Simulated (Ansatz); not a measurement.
# Property card for MnS

These are results of DFT PBE, scalar-relativistic, plane waves, PAW (Ansatz), not measurements.

Plane waves to 420 eV, a k mesh through Γ of 14×14×14 on the computed 2-atom cell and Gaussian smearing (0.10 eV); collinear spin from starting moments 4.63 0.14 μB.

The structure is relaxed at this level of theory with its symmetry kept. This zinc-blende form isn't the usual stable structure of the compound.

```
Mn S
1.0
     0.00000    2.82224    2.82224
     2.82224    0.00000    2.82224
     2.82224    2.82224    0.00000
Mn S
1 1
Direct
  0.00000 0.00000 0.00000
  0.75000 0.75000 0.75000
```

Q: Formation energy from the elements' standard states (uncorrected)?

A: -0.465 eV/atom.

Q: Density of states at the Fermi level?

A: 0.17 states/eV per cell (so small that it hangs on the mesh: a semimetal, or crossings between mesh points).

Q: Löwdin character within 0.5 eV of the Fermi level?

A: Mn 3d 76 %, S 3p 14 %, unprojected 9 %.

Q: Bader charges (e)?

A: Mn (1 in the cell) 1.15, S (1 in the cell) -1.15.

Q: Total moment?

A: 4.97 μB per cell.

Q: Site moments (μB; atoms counted from 1 over the whole cell)?

A: Mn (atom 1) 4.21, S (atom 2) 0.13.

Only this magnetic start was tried.